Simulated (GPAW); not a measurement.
PtSe2 (Sudovikovite):

```xyz
3
Lattice="3.7240 0.0000 0.0000 -1.8620 3.2251 0.0000 0.0000 0.0000 5.0620" Properties=species:S:1:pos:R:3 pbc="T T T"
Pt    0.0000    0.0000    0.0000
Se    1.8620    1.0750    3.7965
Se    0.0000    2.1501    1.2655
```

```yaml
Program: GPAW 26.7.0
Task: relaxation of cell and atoms
Functional: BLYP
Dispersion: D3(BJ)
Potentials_or_basis: PAW data sets generated in the run's folder for this functional
Cutoff: 600 eV
Basis: pw
k_mesh: 6 × 6 × 4
Occupations: fermi-dirac, width 0.05 eV
Spin: no spin polarisation
```

At the start: pressure 5.5 GPa; volume 20.27 Å³/atom.

Task: Where does the relaxation end?

Result: Over 13 steps the energy falls by 38.4 meV/atom and the volume is 20.02 Å³/atom (-1.2 %); space group P-3m1 (No. 164, to 0.05 Å).

The path:
```tsv
step	energy change (eV)	largest force (eV/Å)	pressure (GPa)	volume (Å³)
1	0.0000	1.0701	5.55	60.80
2	-0.0453	0.7508	3.18	61.41
3	-0.0846	0.1805	-0.85	62.48
4	-0.0872	0.1075	-1.24	62.49
5	-0.0934	0.0516	-1.77	62.18
6	-0.1013	0.1852	-1.65	61.42
7	-0.1069	0.2056	-0.76	60.52
8	-0.1100	0.1139	0.21	60.01
9	-0.1111	0.0374	0.59	59.91
10	-0.1123	0.0162	0.73	59.89
11	-0.1140	0.0621	0.63	59.92
12	-0.1149	0.0440	0.28	59.99
13	-0.1151	0.0119	0.05	60.05
```

Final structure:
```xyz
3
Lattice="3.7836 0.0000 0.0000 -1.8918 3.2767 0.0000 0.0000 0.0000 4.8433" Properties=species:S:1:pos:R:3 pbc="T T T"
Pt    0.0000    0.0000    0.0000
Se    1.8918    1.0922    3.5386
Se    0.0000    2.1845    1.3046
```

Caveat: later steps reuse the first step's grids; pairwise dispersion overbinds metals, which lowers pressure and volume.
